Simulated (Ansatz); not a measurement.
AlCu3: elastic constants with PBEsol

AlCu3:

```xyz
4
Lattice="0.0000 2.8880 2.8880 2.8880 0.0000 2.8880 2.8880 2.8880 0.0000" Properties=species:S:1:pos:R:3 pbc="T T T"
Cu    4.3320    4.3320    4.3320
Cu    1.4440    1.4440    1.4440
Cu    2.8880    2.8880    2.8880
Al    0.0000    0.0000    0.0000
```

The cell comes from a database or a generator and needn't be the stable form of this composition.

| Quantity | Value |
| --- | --- |
| Program | Ansatz 0.2.0 |
| Task | elastic constants |
| Functional | PBEsol |
| Potentials or basis | Ansatz PAW |
| Cutoff | 420 eV (not typed: the program's choice for these potentials) |
| k mesh | 8 × 8 × 8 |
| Occupations | fermi-dirac, width 0.05 eV |
| Spin | no spin polarisation |
| Atoms under strain | relaxed |

```json
{
  "Pressure": "-0.8 GPa",
  "Band gap on the k mesh": "none (metal or under the smearing width)",
  "Elastic constants C11, C12, C44": "182, 132, 134 GPa",
  "Voigt bulk modulus": "149 GPa"
}
```

Levels at points of the mesh, in eV from the Fermi level:
```
             k point  band 26  band 27  band 28  band 29  band 30  band 31  band 32  band 33  band 34  band 35
  (0.00, 0.00, 0.00)    -2.56    -2.45    -2.45     3.74     3.74     3.74     4.17     4.17     4.17     5.11
 (0.00, 0.00, -0.50)    -2.56    -2.40    -2.40    -2.12     2.66     2.66     2.94     2.94     3.62     5.52
(0.00, -0.50, -0.50)    -2.31    -2.31    -2.27    -2.18    -2.18    -2.07     1.98     2.37    10.84    10.84
```

Elastic tensor in Voigt notation (GPa, in the Cartesian axes of the cell as first typed):
```
182 132 132   0   0   0
132 182 132   0   0   0
132 132 182   0   0   0
  0   0   0 134   0   0
  0   0   0   0 134   0
  0   0   0   0   0 134
```

It took 20 s on 2 threads of Intel(R) Xeon(R) 6975P-C (Granite Rapids), on a shared host, peak memory 0.51 GiB.

Caveat: elastic constants of metals need much finer meshes, so these are rough; the PAW data sets come from PBE, with cores solved anew for the run's functional, which leaves a small shift of forces and pressure.
